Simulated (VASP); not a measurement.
## Al: single point with RPBE

Crystal: Al.

```
CELL_PARAMETERS angstrom
4.61165 0.00000 0.00000
-2.30582 3.99380 0.00000
0.00000 0.00000 2.85513
ATOMIC_POSITIONS crystal
Al 0.00000 0.00000 0.00000
Al 0.33333 0.66667 0.50000
Al 0.66667 0.33333 0.50000
```

This isn't the form of Al at room conditions, which is fcc.

```yaml
Program: VASP 6.6.1
Task: single point
Functional: RPBE
Potentials_or_basis: VASP PAW PBE potentials, release 64 (Al)
Cutoff: 520 eV
k_mesh: 11 × 11 × 15
Occupations: fermi-dirac, width 0.1 eV
Spin: no spin polarisation
Dipole_correction: no
Further_INCAR_settings: ALGO = Normal; EDIFF = 1e-06; NBANDS = 12
```

The pressure is -0.2 GPa and the band gap on the k mesh is none (metal or under the smearing width).

Stress tensor (GPa, compression positive):
```
 0.15  0.00  0.00
 0.00  0.15  0.00
 0.00  0.00 -1.02
```

Levels at points of the mesh, in eV from the Fermi level:
```
           k point  band 1  band 2  band 3  band 4  band 5  band 6  band 7  band 8
(0.00, 0.00, 0.00)  -10.70   -1.97   -1.97   -1.87   -1.87   -1.19   -1.08    6.15
```

Wall time 25 s on 1 thread of Intel(R) Xeon(R) Platinum 8488C (Sapphire Rapids), on a shared host, peak memory 0.2 GiB.

Caveat: the PAW data sets were made with another functional, which shifts forces and pressure a little.
